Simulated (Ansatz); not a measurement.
Level of theory: DFT PBE, scalar-relativistic, plane waves, PAW in Ansatz. All cells share a 420 eV cutoff and Γ-centred k meshes spaced at most about 0.3 Å⁻¹ (about 0.25 or finer for metals, 2π included). No spin polarisation.

Each guess is relaxed in cell and atoms at zero pressure, on a coarse mesh first where it starts far from rest and then on a converged one. The steps can't lower the symmetry of the start, but it can rise. Energies are static (0 K, no zero-point motion).

Two unrelaxed guesses for SiW₂:

A.

```
CELL_PARAMETERS angstrom
4.12379 0.00000 0.00000
-2.06189 3.57130 0.00000
0.00000 0.00000 3.69290
ATOMIC_POSITIONS crystal
Si 0.00000 0.00000 0.00000
W 0.33333 0.66667 0.50000
W 0.66667 0.33333 0.50000
```

B.

```
CELL_PARAMETERS angstrom
3.08148 0.00000 0.00000
-1.54074 2.66864 0.00000
0.00000 0.00000 6.41546
ATOMIC_POSITIONS crystal
Si 0.00000 0.00000 0.00000
W 0.00000 0.00000 0.69902
W 0.00000 0.00000 0.30098
```

Question: Do they relax into the same structure? If not, which is lower?

Answer: No. A ends lower, by 247 meV/atom. A: P6/mmm at 18.1 Å³/atom → P6/mmm at 15.8 Å³/atom; B: P6/mmm at 17.6 Å³/atom → P6/mmm at 17.1 Å³/atom. Counting Si atoms around W (those within 1.25 times the shortest such distance or 1.15 times the sum of covalent radii), the end of A has W 6 and the end of B has W 1. End of A. Conventional cell: a = 4.553 Å, c = 2.645 Å. Si is surrounded by 2 Si at 2.64 Å and 12 W at 2.94 Å; around W lie 5 W at 2.63–2.64 Å and 6 Si at 2.94 Å. End of B. Conventional cell: a = 2.779 Å, c = 7.651 Å. Si has 2 W at 2.53 Å and 6 Si at 2.78 Å; W is surrounded by 1 Si at 2.53 Å, 1 W at 2.59 Å and 6 W at 2.78 Å.

Cells without such a test can be saddle points. Shaken at random and relaxed again, the end of A falls into a cell with space group P2_1/m (No. 11), 0.66 eV/atom lower, so it is a saddle point or a shallow minimum. Neither end is the lowest form computed: that has space group Pmmn (No. 59) and lies 0.82 eV/atom below the better end. Even the lowest of the cells shown lies +0.78 eV/atom against the elements. Spin–orbit coupling, which can matter for W, is left out. Some candidate types were left out of the draw beforehand, so a known form may be missing.
